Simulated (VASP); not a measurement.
The system is BaTe.

```xyz
2
Lattice="0.0000 3.4100 3.4100 3.4100 0.0000 3.4100 3.4100 3.4100 0.0000" Properties=species:S:1:pos:R:3 pbc="T T T"
Ba    0.0000    0.0000    0.0000
Te    3.4100    3.4100    3.4100
```

* Program: VASP 6.6.1
* Task: relaxation of cell and atoms
* Functional: PBE
* Potentials or basis: VASP PAW PBE potentials, release 64 (Ba_sv, Te)
* Cutoff: 600 eV
* k mesh: 8 × 8 × 8
* Occupations: gaussian, width 0.02 eV
* Spin: no spin polarisation

At the start: pressure 4.2 GPa; volume 39.65 Å³/atom.

**Question.** Where does the relaxation end?

**Answer.** Over 5 steps the energy falls by 58.1 meV/atom and the volume is 44.54 Å³/atom (+12.3 %); space group Fm-3m (No. 225, to 0.05 Å).

Step by step:
```tsv
step	energy change (eV)	largest force (eV/Å)	pressure (GPa)	volume (Å³)
1	0.0000	0.0000	4.24	79.30
2	-0.1083	0.0000	-0.86	91.97
3	-0.1163	0.0000	0.03	88.99
4	-0.1163	0.0000	-0.03	89.19
5	-0.1163	0.0000	-0.01	89.08
```

Final structure:
```yaml
crystal:
  lattice:
    - [0.00000, 3.54470, 3.54470]
    - [3.54470, 0.00000, 3.54470]
    - [3.54470, 3.54470, 0.00000]
  atoms:
    - { symbol: Ba, position: [0.00000, 0.00000, 0.00000] }
    - { symbol: Te, position: [0.50000, 0.50000, 0.50000] }
```

Caveat: the volume moved by +12 % from the deposited cell, more than functionals usually miss.
